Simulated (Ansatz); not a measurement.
**InPd in Ansatz: the effect of functional**

The system is InPd.

```
In Pd
1.0
     3.22766    0.00000    0.00000
     0.00000    3.22766    0.00000
     0.00000    0.00000    3.22766
In Pd
1 1
Direct
  0.00000 0.00000 0.00000
  0.50000 0.50000 0.50000
```

The cell comes from a database or a generator and needn't be the stable form of this composition.

The cell isn't the ideal one: volume scaled by 0.96.

Alike in all runs:

```yaml
Program: Ansatz 0.2.0
Task: single point
Potentials_or_basis: Ansatz PAW
k_mesh: 8 × 8 × 8
Occupations: fermi-dirac, width 0.05 eV
Spin: no spin polarisation
```

```tsv
functional	cutoff	pressure (GPa)
LDA	420 eV (not typed: the program's choice for these potentials)	?
PBEsol	420 eV (not typed: the program's choice for these potentials)	2.6
r2SCAN	500 eV (not typed: the program's choice for these potentials)	5.4
```

Task: What does the run with functional LDA give?

Result: Pressure -1.8 GPa.

Caveats: the PAW data sets come from PBE, with cores solved anew for the run's functional, which leaves a small shift of forces and pressure.
